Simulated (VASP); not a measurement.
Here is a VASP 6.6.1 calculation.

Contents of INCAR:

```
SYSTEM = ZrSe2
PREC = Accurate
ENCUT = 600
EDIFF = 1E-7
ISMEAR = 0
SIGMA = 0.03
LREAL = .False.
LASPH = .True.
NELM = 80
ALGO = Normal
ISIF = 3
LWAVE = .False.
LCHARG = .False.
GGA = PE
IVDW = 12
IBRION = 2
NSW = 90
EDIFFG = -0.005
LATTICE_CONSTRAINTS = .TRUE. .TRUE. .FALSE.
KPAR = 4
```

KPOINTS

```
Automatic mesh
0
Gamma
  9 9 1
  0 0 0
```

The input POSCAR:

```
ZrSe2                                   
1.0
    3.7449883709      0.0000000000      0.0000000000
   -1.8724941855      3.2432550627      0.0000000000
    0.0000000000      0.0000000000     33.4800000000
  Se              Zr            
     6     3
Direct
     0.6666666699999979    0.3333333300000021    0.2712244293830993
     0.3333333300000021    0.6666666699999979    0.3666922349376289
     0.6666666699999979    0.3333333300000021    0.4523161596917019
     0.3333333300000021    0.6666666699999979    0.5476838403082983
     0.6666666699999979    0.3333333300000021    0.6333077650623709
     0.3333333300000021    0.6666666699999979    0.7287755706169007
     1.0000000000000000    0.0000000000000000    0.3190023029019329
     1.0000000000000000    0.0000000000000000    0.5000000000000000
     1.0000000000000000    1.0000000000000000    0.6809976970980672
```

Potentials or basis: VASP PAW PBE potentials, release 64 (Se, Zr_sv).

The run is started by

```sh
$ cat potpaw_PBE.64/Se/POTCAR potpaw_PBE.64/Zr_sv/POTCAR > POTCAR
$ mpirun -np 4 vasp_std > vasp.out
```

Question: What does it give for the space group after relaxing (to 0.05 Å)?

Answer: P-3m1 (No. 164).

Question: What does it give for the relaxed volume?

Answer: 45.17 Å³/atom.

Question: What does it give for the relaxed cell?

Answer: a = 3.745 Å, b = 3.745 Å, c = 33.480 Å, α = 90.00°, β = 90.00°, γ = 120.00°.

Question: Estimate the band gap on the k mesh.

Answer: 0.25 eV, indirect (least direct gap 1.03 eV).

Forces on the atoms (eV/Å):
```
Se   0.000  0.000  0.000
Se   0.000  0.000  0.004
Se   0.000  0.000 -0.001
Se   0.000  0.000  0.001
Se   0.000  0.000 -0.004
Se   0.000  0.000  0.000
Zr   0.000  0.000  0.004
Zr   0.000  0.000  0.000
Zr   0.000  0.000 -0.004
```
